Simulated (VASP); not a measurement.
# CaO (Fm-3m) in VASP: further runs, part 2 of 2

VASP 6.6.1.

**3. Relaxation of cell and atoms, PBE**

This run uses another cell than the first one, of 14.09 Å³/atom, 1.011 times its volume.

The input, INCAR:

```
PREC = Accurate
ENCUT = 520
EDIFF = 1E-7
ISMEAR = 0
SIGMA = 0.02
LREAL = F
LASPH = T
NELM = 60
ALGO = Normal
ISIF = 3
LWAVE = F
LCHARG = F
GGA = PE
IBRION = 2
NSW = 80
EDIFFG = -0.002
```

The input, KPOINTS:

```
regular mesh
0
Gamma
  12 12 12
```

The input, POSCAR:

```
CaO                                     
1.0
   -0.0000000000      2.4152980002      2.4152980002
    2.4152980002     -0.0000000000      2.4152980002
    2.4152980002      2.4152980002      0.0000000000
  Ca              O             
     1     1
Direct
     0.0000000000000000    0.0000000000000000    0.0000000000000000
     0.5000000000000000    0.5000000000000000    0.5000000000000000
```

Potentials or basis: VASP PAW PBE potentials, release 64 (Ca_pv, O).

Launch:

```
$ cat potpaw_PBE.64/Ca_pv/POTCAR potpaw_PBE.64/O/POTCAR > POTCAR
$ mpirun -np 1 vasp_std > vasp.out
```

OUTCAR:

```text
PREC = Accurate
   ENCUT = 520
   EDIFF = 1E-7
   ISMEAR = 0
   LREAL = F
   LASPH = T
   NELM = 60
   ISIF = 3
   GGA = PE
   IBRION = 2
   NSW = 80
   EDIFFG = -0.002

 ion  position               nearest neighbor table
   1  0.000  0.000  0.000-   2 2.42   2 2.42   2 2.42   2 2.42   2 2.42   2 2.42
   2  0.500  0.500  0.500-   1 2.42   1 2.42   1 2.42   1 2.42   1 2.42   1 2.42

  LATTYP: Found a face centered cubic cell.
 ALAT       =     4.8305960004

  Lattice vectors:

 A1 = (   0.0000000000,   2.4152980002,   2.4152980002)
 A2 = (   2.4152980002,   0.0000000000,   2.4152980002)
 A3 = (   2.4152980002,   2.4152980002,   0.0000000000)

Analysis of symmetry for initial positions (statically):
=====================================================================
 Subroutine PRICEL returns:
 Original cell was already a primitive cell.

 Routine SETGRP: Setting up the symmetry group for a
 face centered cubic supercell.

 Subroutine GETGRP returns: Found 48 space group operations
 (whereof 48 operations were pure point group operations)
 out of a pool of 48 trial point group operations.

The static configuration has the point symmetry O_h .

Analysis of symmetry for dynamics (positions and initial velocities):
=====================================================================
 Subroutine PRICEL returns:
 Original cell was already a primitive cell.

 Routine SETGRP: Setting up the symmetry group for a
 face centered cubic supercell.

 Subroutine GETGRP returns: Found 48 space group operations
 (whereof 48 operations were pure point group operations)
 out of a pool of 48 trial point group operations.

The dynamic configuration has the point symmetry O_h .

 Subroutine INISYM returns: Found 48 space group operations
 (whereof 48 operations are pure point group operations),
 and found     1 'primitive' translations

----------------------------------------------------------------------------------------

                                     Primitive cell

  volume of cell :      28.1801

  direct lattice vectors                    reciprocal lattice vectors
     0.000000000  2.415298000  2.415298000    -0.207013793  0.207013793  0.207013793
     2.415298000  0.000000000  2.415298000     0.207013793 -0.207013793  0.207013793
     2.415298000  2.415298000  0.000000000     0.207013793  0.207013793 -0.207013793

  length of vectors
     3.415747189  3.415747189  3.415747189     0.358558407  0.358558407  0.358558407

  position of ions in fractional coordinates (direct lattice)
     0.000000000  0.000000000  0.000000000
     0.500000000  0.500000000  0.500000000

  ion indices of the primitive-cell ions
   primitive index   ion index
                 1           1
                 2           2

----------------------------------------------------------------------------------------

 KPOINTS: regular mesh

Automatic generation of k-mesh.
 Grid dimensions read from file:
 generate k-points for:   12   12   12

 Generating k-lattice:

  Cartesian coordinates                     Fractional coordinates (reciprocal lattice)
    -0.017251149  0.017251149  0.017251149     0.083333333  0.000000000  0.000000000
[... 46 lines left out ...]
   ions per type =               1   1
   NGX,Y,Z   is equivalent  to a cutoff of  13.63, 13.63, 13.63 a.u.
   NGXF,Y,Z  is equivalent  to a cutoff of  27.26, 27.26, 27.26 a.u.
 SYSTEM =  unknown system
   PREC   = accura    normal or accurate (medium, high low for compatibility)
   ISTART =      0    job   : 0-new  1-cont  2-samecut
   ICHARG =      2    charge: 1-file 2-atom 10-const
   ISPIN  =      1    spin polarized calculation?
   LNONCOLLINEAR =      F non collinear calculations
   LSORBIT =      F    spin-orbit coupling
   LASPH  =      T    aspherical Exc in radial PAW
   ENCUT  =  520.0 eV  38.22 Ry    6.18 a.u.   6.35  6.35  6.35*2*pi/ulx,y,z
   NELM   =     60;   NELMIN=  2; NELMDL= -5     # of ELM steps
   EDIFF  = 0.1E-06   stopping-criterion for ELM
   LREAL  =      F    real-space projection
   EDIFFG = -.2E-02   stopping-criterion for IOM
   NSW    =     80    number of steps for IOM
   IBRION =      2    ionic relax: 0-MD 1-quasi-New 2-CG
   NFREE  =      1    steps in history (QN), initial steepest desc. (CG)
   ISIF   =      3    stress and relaxation
   ISYM   =      2    0-nonsym 1-usesym 2-fastsym
   POTIM  = 0.5000    time-step for ionic-motion
   TEBEG  =    0.0;   TEEND  =   0.0 temperature during run
   PSTRESS=    0.0 pullay stress
   NELECT =      14.0000    total number of electrons
   NUPDOWN=      -1.0000    fix difference up-down
   EMIN   =  10.00;   EMAX   =-10.00  energy-range for DOS
   EFERMI =   0.00;   METHOD = LEGACY
   ISMEAR =     0;   SIGMA  =   0.02  broadening in eV -4-tet -1-fermi 0-gaus
   EFERMI_NEDOS =   21; number of points for ismear=-14 and -15
   IALGO  =     38    algorithm
   IMIX   =      4    mixing-type and parameters
     AMIX     =   0.40;   BMIX     =  1.00
     AMIX_MAG =   1.60;   BMIX_MAG =  1.00
  volume/ion in A,a.u.               =      14.09        95.08
  Fermi-wavevector in a.u.,A,eV,Ry     =   1.296592  2.450204 22.873458  1.681152
  Thomas-Fermi vector in A             =   2.428039
   LORBIT       =      0    0 simple, 1 ext, 2 COOP (PROOUT), +10 PAW based schemes
   GGA     = PE    functional components
   LHFCALC =     F    Hartree Fock is set to
   AEXX    =    0.0000 exact exchange contribution
   IVDW    =     0    specifies the selected vdW correction
   LEPSILON=     F    determine dielectric tensor
   LRPA    =     F    only Hartree local field effects (RPA)
 conjugate gradient relaxation of ions
 non-spin polarized calculation
 Gauss-broadening in eV      SIGMA  =   0.02
  energy-cutoff  :      520.00
  volume of cell :       28.18
 maximum number of plane-waves:       769
 NGX is ok and might be reduce to    28
   NGX = 13   NGY = 13   NGZ = 13

--------------------------------------- Ionic step        1  -------------------------------------------

 number of electron      14.0000000 magnetization

 Free energy of the ion-electron system (eV)
  ---------------------------------------------------
  ext. energy  EPLUGINS =         0.00000000
  ---------------------------------------------------
  free energy    TOTEN  =       -12.83577994 eV

  energy without entropy =      -12.83577994  energy(sigma->0) =      -12.83577994

------------------------ aborting loop because EDIFF is reached ----------------------------------------

  FORCE on cell =-STRESS in cart. coord.  units (eV):
  Direction    XX          YY          ZZ          XY          YZ          ZX
  --------------------------------------------------------------------------------------
  -------------------------------------------------------------------------------------
  Total        0.0041244      0.0041244      0.0041244      0.0000000     -0.0000000      0.0000000
  in kB        0.2344903      0.2344903      0.2344903      0.0000000     -0.0000000      0.0000000
  external PRESSURE =       0.2344903 kB  Pullay stress =       0.0000000 kB
[... 59 lines left out ...]
--------------------------------------- Ionic step        3  -------------------------------------------

 number of electron      14.0000000 magnetization

 Free energy of the ion-electron system (eV)
  ---------------------------------------------------
  ext. energy  EPLUGINS =         0.00000000
  ---------------------------------------------------
  free energy    TOTEN  =       -12.83577998 eV

  energy without entropy =      -12.83577998  energy(sigma->0) =      -12.83577998

 E-fermi :   2.6979     XC(G=0): -10.3307

 val. band max:        2.6091336261   @ k =   0.0000   0.0000   0.0000
 cond. band min:       6.2515682975   @ k =   0.5000   0.5000   0.0000
 fundamental gap:      3.6424346714
 Fermi energy:         2.6979028873

 k-point     1 :       0.0000    0.0000    0.0000
  band No.  band energies     occupation
      1     -15.8340      2.00000
      2     -15.8340      2.00000
      3     -15.8340      2.00000
      4     -12.9264      2.00000
      5       2.6091      2.00000
      6       2.6091      2.00000
      7       2.6091      2.00000
      8       7.1916      0.00000
      9       8.8084      0.00000
     10       8.8084      0.00000
     11       8.8084      0.00000
[... 309 lines left out ...]
 k-point    24 :      -0.4167    0.1667    0.0000
  band No.  band energies     occupation
      1     -16.7575      2.00000
      2     -16.0133      2.00000
      3     -15.9106      2.00000
      4     -11.9283      2.00000
      5       0.3565      2.00000
      6       1.4942      2.00000
      7       1.5151      2.00000
      8       9.4294      0.00000
      9       9.7535      0.00000
     10      10.9503      0.00000
     11      11.5396      0.00000

 [... further k-points ...]
[... 5 lines left out ...]
  --------------------------------------------------------------------------------------
  -------------------------------------------------------------------------------------
  Total        0.0001883      0.0001883      0.0001883      0.0000000     -0.0000000      0.0000000
  in kB        0.0107053      0.0107053      0.0107053      0.0000000     -0.0000000      0.0000000
  external PRESSURE =       0.0107053 kB  Pullay stress =       0.0000000 kB
[... 17 lines left out ...]
  FREE ENERGIE OF THE ION-ELECTRON SYSTEM (eV)
  ---------------------------------------------------
  free  energy   TOTEN  =       -12.8357799822 eV

  energy  without entropy=      -12.8357799822  energy(sigma->0) =      -12.83577998

 reached required accuracy - stopping structural energy minimisation
```

It took 29 s on 1 thread of Intel Xeon Platinum 8488C (Sapphire Rapids), shared host; peak memory 0.18 GiB.

Results:

```
Free energy               : -12.8358 eV
Energy gained by relaxing : 0.0 meV/atom
Ionic steps               : 3
Pressure after relaxing   : 0.0 GPa
Band gap on the k mesh    : 3.64 eV, indirect (least direct gap 4.03 eV)
```

Final structure:
```xyz
2
Lattice="0.0000 2.4154 2.4154 2.4154 0.0000 2.4154 2.4154 2.4154 0.0000" Properties=species:S:1:pos:R:3 pbc="T T T"
Ca    0.0000    0.0000    0.0000
O     2.4154    2.4154    2.4154
```

A k mesh can miss the band edges. Expect the measured gap to be larger: semilocal functionals such as PBE lack the derivative discontinuity.
